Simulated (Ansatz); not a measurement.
**YN in the rocksalt structure**

**The experiment.** The Crystallography Open Database holds a cell as deposited of cubic YN (space group Fm-3m), temperature not stated (1990): a = 4.894 Å, 14.65 Å³/atom.

The computed numbers are results of PBE, scalar-relativistic (no spin polarisation) in the plane-wave PAW code Ansatz at 420 eV, 12×12×12 k-mesh, Gaussian smearing of 0.05 eV; PAW files: Ansatz's generated set soft_2.

```
Y N
1.0
     0.00000    2.45341    2.45341
     2.45341    0.00000    2.45341
     2.45341    2.45341    0.00000
Y N
1 1
Direct
  0.50000 0.50000 0.50000
  0.00000 0.00000 0.00000
```

The start was a prototype's sites filled with these elements; the Crystallography Open Database holds the compound in this structure.

The cell above was scaled in volume, its shape and atoms being fixed by the lattice's symmetry. Energies are counted from the cell above.

Cell and atoms are those of this level's equilibrium.

```csv
V (Å³/atom),ΔE (meV/atom),P from the stress (GPa)
13.955,23.99,10.04
14.177,12.24,6.98
14.472,2.88,3.26
14.768,0.00,-0.09
15.063,3.02,-3.11
15.358,11.29,-5.83
15.801,32.50,-9.41
16.244,62.85,-12.47
```

Question: Do the energies and the pressures agree? Compare −ΔE/ΔV between neighbouring points (1 meV/Å³ = 0.1602 GPa) with the mean of their pressures.

Answer: 
```csv
interval (Å³/atom),−ΔE/ΔV (GPa),mean P (GPa)
13.96 to 14.18,8.5,8.5
14.18 to 14.47,5.1,5.1
14.47 to 14.77,1.6,1.6
14.77 to 15.06,-1.6,-1.6
15.06 to 15.36,-4.5,-4.5
15.36 to 15.80,-7.7,-7.6
15.80 to 16.24,-11.0,-10.9
```
They differ by 0.05 GPa at most.

Question: What do the two routes give for V0, B0 and B0′?

Answer: A third-order Birch–Murnaghan fit of the energies: V0 = 14.76 Å³/atom, B0 = 159 GPa, B0′ = 4.3. A polynomial of P in ln V, with B = −dP/d ln V at P = 0: V0 = 14.76 Å³/atom, B0 = 159 GPa, B0′ = 4.2.

B0·V0 = 159.3 GPa × 14.76 Å³ = 14.68 eV/atom sets the scale: near the minimum ΔE ≈ ½ B0 V0 x², with x = V/V0 − 1, and a pressure of 1.6 GPa squeezes the volume by about 1 %. At the ends of the curve: x = −5.4 % predicts 21.7 meV/atom and the run gives 24.0; x = +10.1 % predicts 74.4 meV/atom and the run gives 62.9. The lopsidedness is anharmonic: atoms resist being pushed together more than being pulled apart.

**Against experiment.** PBE gives 4.907 Å and 14.77 Å³/atom, +0.8 % in volume (+0.3 % in length) from the database's cell. PBE usually overestimates volumes by a few per cent.

The energy and stress routes give the same equilibrium volume and a bulk modulus of 159 GPa, so the equation of state is internally consistent over this range. That agreement tests the numerics, not the accuracy of the functional.

The stiffness fits a nitride of a trivalent metal. Yttrium's three valence electrons fill the N 2p shell, giving strong Coulomb attraction between highly charged ions, and mixing of N 2p with empty Y 4d states adds covalent bonding. Compression is resisted by closed-shell overlap repulsion, which rises steeply at short distance, while the attraction varies more gently; hence the crystal softens as it expands.

The small volume excess over experiment is in PBE's usual direction. Thermal expansion in the measured cell would hide part of the static error, and nitrogen vacancies or dissolved oxygen in the sample could also shift the lattice constant, so the close match probably owes something to cancellation. Uniform scaling probes only the response to hydrostatic pressure, leaving resistance to shear and competition from other structures untested.
